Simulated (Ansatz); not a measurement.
# Zone-centre phonons of ZrS$_{2}$ at 18 GPa: input and output

The calculation used Ansatz 0.2.0, DFT LDA, scalar-relativistic, plane waves, PAW.

Launched with:
```bash
ansatz run input.yaml --threads 1 --pin off --max-ram 3072MiB --backend cpu --events-out ev --progress --plain --runs-dir out
```

Input (bare energies are in eV):
```yaml
crystal:
  lattice:
    - [3.3610091529, 0.0, 0.0]
    - [-1.6805045764, 2.9107193088, 0.0]
    - [0.0, 0.0, 5.1488795289]
  atoms:
    - { symbol: Zr, position: [0.0, 0.0, 0.0] }
    - { symbol: S, position: [0.3333333333, 0.6666666667, 0.2943263809] }
    - { symbol: S, position: [0.6666666667, 0.3333333333, 0.7056736191] }
basis:
  ecutwfc: 420
kpoints:
  mp_grid: { grid: [12, 12, 8] }
hamiltonian:
  xc: lda
scf:
  occupations: { method: fermi_dirac, width: 0.15 }
output:
  eigenvalues: true
phonons:
  method: dfpt
  eigenvectors: true
```

Results section of the output:
```
--- Phonons (Γ-DFPT): 4 representative perturbations + reference, on 320 of 1152 k-points (Σ response iterations 12) ---
  k mesh reduced under 2 symmetry operations, with k and −k counted as one. Each operation leaves every solved perturbation unchanged. A smaller set is not used because it would not reduce the number of displacements ...
  ASR residual: 3.518e-4 → 0.000e0 eV/Å²; symmetrization residual: 2.385e-6 eV/Å²
  ASR residual per site (eV/Å²): 3.52e-4 3.46e-5 3.46e-5
  Γ frequencies (cm⁻¹): 0.00 0.00 0.00 217.08 217.08 270.73 270.73 392.57 396.53
  non-analytic LO–TO correction: not included (Born effective charges unavailable; polar crystals: no LO–TO splitting at Γ)
```

It took 97 s on 1 thread of Arm Neoverse V2, with other jobs on the host, peak memory 1.1 GiB.

In a metal, frequencies and elastic constants depend on the k mesh and the smearing, soft modes and shear constants most. A semilocal functional can close a gap that the real compound has.